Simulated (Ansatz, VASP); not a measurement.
One calculation of Os, two programs

File INCAR:

```
SYSTEM = Os
  ALGO = Normal
  EDIFF = 1E-7
  ENCUT = 520
  GGA = PS
  ISIF = 2
  ISMEAR = 0
  LASPH = .True.
  LCHARG = .False.
  LREAL = .False.
  LWAVE = .False.
  NBANDS = 15
  NELM = 80
  PREC = Accurate
  SIGMA = 0.15
```

The input KPOINTS:

```
k-points
0
Gamma
  18 18 12
  0 0 0
```

The input POSCAR:

```
Os
1.0
    2.7340999755      0.0000000000      0.0000000000
   -1.3670499878      2.3678000353      0.0000000000
    0.0000000000      0.0000000000      4.4816887500
Os
2
Direct
    0.3333333333      0.6666666667      0.2500000000
    0.6666666667      0.3333333333      0.7500000000
```

Input for Ansatz:

```yaml
crystal:
  lattice:
    - [2.7340999755, 0.0, 0.0]
    - [-1.3670499878, 2.3678000353, 0.0]
    - [0.0, 0.0, 4.48168875]
  atoms:
    - { symbol: Os, position: [0.3333333333, 0.6666666667, 0.25] }
    - { symbol: Os, position: [0.6666666667, 0.3333333333, 0.75] }
basis:
  ecutwfc: 420
kpoints:
  mp_grid: { grid: [18, 18, 12] }
hamiltonian:
  xc: pbesol
scf:
  occupations: { method: gaussian, width: 0.15 }
output:
  forces: true
  stress: true
  eigenvalues: true
```

Change from the starting cell: strain +0.0375 x Voigt [0, 0, 1, 0, 0, 0], atoms carried along.

Alike in both runs: task single point; functional PBEsol; k mesh 18 × 18 × 12; occupations gaussian, width 0.15 eV; no spin polarisation.

```csv
,VASP,Ansatz
version,VASP 6.6.1,Ansatz 0.2.0
potentials or method,"VASP PAW PBE potentials, release 64 (Os)","scalar-relativistic, plane waves, PAW"
plane-wave cutoff (eV),520,420
valence electrons in the cell,16,32
```

|  | VASP | Ansatz | Ansatz less VASP |
| --- | --- | --- | --- |
| gap on the k mesh at the Fermi level (eV) | none | none | - |
| pressure (GPa) | -16.8 | -16.8 | -0.03 |
| largest component of the traceless stress (GPa) | 13.98 | 14.04 | +0.059 |

A gap of «none» marks a metal or a gap that the smearing closes. The functional is the same, so the differences come from potentials, cutoffs and numerics. The two sets of potentials don't hold the same shells in valence.

Caveats: so large a pressure means that the cell lies far from this level's equilibrium, or that cutoff or potentials fall short (VASP); the potentials were made for another functional, which shifts forces and pressure (VASP). Spin-orbit coupling is left out, which matters for the levels of Os.
